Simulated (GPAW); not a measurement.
Runs of GPAW 26.7.0 on MgS (Niningerite). Symmetry: Fm-3m, No. 225, cubic system. The conventional cell has a = 5.203 Å, b = 5.203 Å, c = 5.203 Å, α = 90.00°, β = 90.00°, γ = 90.00°. S (site symmetry m-3m) is surrounded by 6 Mg at 2.60 Å. Around Mg (site symmetry m-3m) lie 6 S at 2.60 Å. 

```tsv
task	level	potentials or basis	cell	k mesh	cutoff (eV)	smearing	response ecut	maxiter	response k mesh	response bands	kernels	mesh quality	gap on the mesh (eV)	pressure (GPa)	relaxed volume (Å³/atom)
dielectric tensor	LDA	the program's PAW data sets (release 1.2.1) made for this functional, pw	as given	7 × 7 × 7	600	fermi-dirac 0.001 eV	80 eV	150	22 × 22 × 22	28	["RPA", "LR0.1", "ALDA"]	not flagged	2.78	-	-
relaxation of cell and atoms	PBEsol+D3	PAW data sets generated in the run's folder for this functional, pw	relaxed	9 × 9 × 9	800	fermi-dirac 0.05 eV	-	150	-	-	-	not flagged	2.90	0.0	17.13
relaxation of cell and atoms	PBEsol+D3(BJ)	PAW data sets generated in the run's folder for this functional, pw	relaxed	9 × 9 × 9	800	fermi-dirac 0.05 eV	-	150	-	-	-	not flagged	2.95	0.2	16.74
single point	PBEsol	PAW data sets generated in the run's folder for this functional, pw	as given	7 × 7 × 7	600	fermi-dirac 0.05 eV	-	120	-	-	-	not flagged	2.93	-0.9	-
single point	LDA	the program's PAW data sets (release 1.2.1) made for this functional, pw	as given	7 × 7 × 7	600	fermi-dirac 0.05 eV	-	120	-	-	-	not flagged	2.78	-3.3	-
relaxation of cell and atoms	PBEsol+D4	PAW data sets generated in the run's folder for this functional, pw	relaxed	9 × 9 × 9	800	fermi-dirac 0.05 eV	-	150	-	-	-	not flagged	2.91	0.1	17.07
single point	PBE	GPAW PAW data sets (gpaw-data 1.2.1), pw	as given	7 × 7 × 7	650	fermi-dirac 0.05 eV	-	120	-	-	-	not flagged	3.01	1.0	-
single point	r2SCAN	GPAW PAW data sets (gpaw-data 1.2.1), newer versions, pw	as given	7 × 7 × 7	650	fermi-dirac 0.05 eV	-	120	-	-	-	not flagged	3.70	0.1	-
relaxation of cell and atoms	PBEsol	PAW data sets generated in the run's folder for this functional, pw	relaxed	9 × 9 × 9	800	fermi-dirac 0.05 eV	-	150	-	-	-	not flagged	(a)	0.0	(b)
single point	PBE	GPAW PAW data sets (gpaw-data 1.2.1), pw	as given	7 × 7 × 7	600	fermi-dirac 0.05 eV	-	120	-	-	-	not flagged	3.01	1.0	-
```

Alike in all rows: no spin polarisation.

Problem. Fill in the values left out.

Solution. (a) 2.87; (b) 17.40.

Caveats: an odd mesh through Γ misses points on the zone boundary, where band edges often lie (some runs); the cutoff is short for stress and forces, so pressures can be off by a GPa or more (some runs); later steps reuse the first step's grids (some runs); the long-wavelength limit can be off by a per cent or two (some runs); the PAW data sets were made with another functional, which shifts forces and pressure a little (some runs).
